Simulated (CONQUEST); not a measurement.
Runs of CONQUEST 1.3 on KBr. Symmetry: Pm-3m, No. 221, cubic system. The conventional cell has a = 4.043 Å, b = 4.043 Å, c = 4.043 Å, α = 90.00°, β = 90.00°, γ = 90.00°. Br (site symmetry m-3m) has 8 K at 3.50 Å as nearest neighbours. K (site symmetry m-3m) has 8 Br at 3.50 Å as nearest neighbours. Measurements of this composition are mostly on another form, of space group No. 225.

| task | level | potentials or basis | spin | cell | k mesh | smearing | other keys | gap on the mesh (eV) | pressure (GPa) | moment (μB) |
| --- | --- | --- | --- | --- | --- | --- | --- | --- | --- | --- |
| single point | B86bPBE | PseudoDojo NC PBE, DZP, grid cutoff 80 Ha | collinear, zero start | as given | 7 × 7 × 7 | fermi-dirac 0.1 eV | General.PartitionMethod = Hilbert | (a) | -0.3 | 0.00 |
| density of states | revPBE | PseudoDojo NC PBE, DZP, grid cutoff 120 Ha | off | edges of the box strained at random at fixed volume | 6 × 6 × 6 | fermi-dirac 0.027 eV | - | 4.20 | - | - |
| band structure | PBEsol | PseudoDojo NC PBEsol, DZ, grid cutoff 80 Ha | collinear, ferromagnetic start | atoms moved at random, drawn with an rms of 0.15 Å | 5 × 5 × 5 | fermi-dirac 0.05 eV | - | - | - | 0.00 |
| single point | PBEsol | PseudoDojo NC PBEsol, DZ, grid cutoff 80 Ha | collinear, ferromagnetic start | atoms moved at random, drawn with an rms of 0.15 Å | 5 × 5 × 5 | fermi-dirac 0.05 eV | - | 3.60 | -1.7 | 0.00 |

Problem. Estimate the missing entries.

Solution. (a) 4.02.

Caveats: the basis of atomic orbitals isn't converged, which shifts pressures, moduli and gaps; the potentials were made for another functional, which shifts forces and pressure (some runs); an odd mesh through Γ misses points on the zone boundary, where band edges often lie (some runs); the atomic basis is small (some runs).

A k mesh can miss the band edges, and the runs leave out spin-orbit coupling on Br.

Runs at the PBE level aren't shown here.
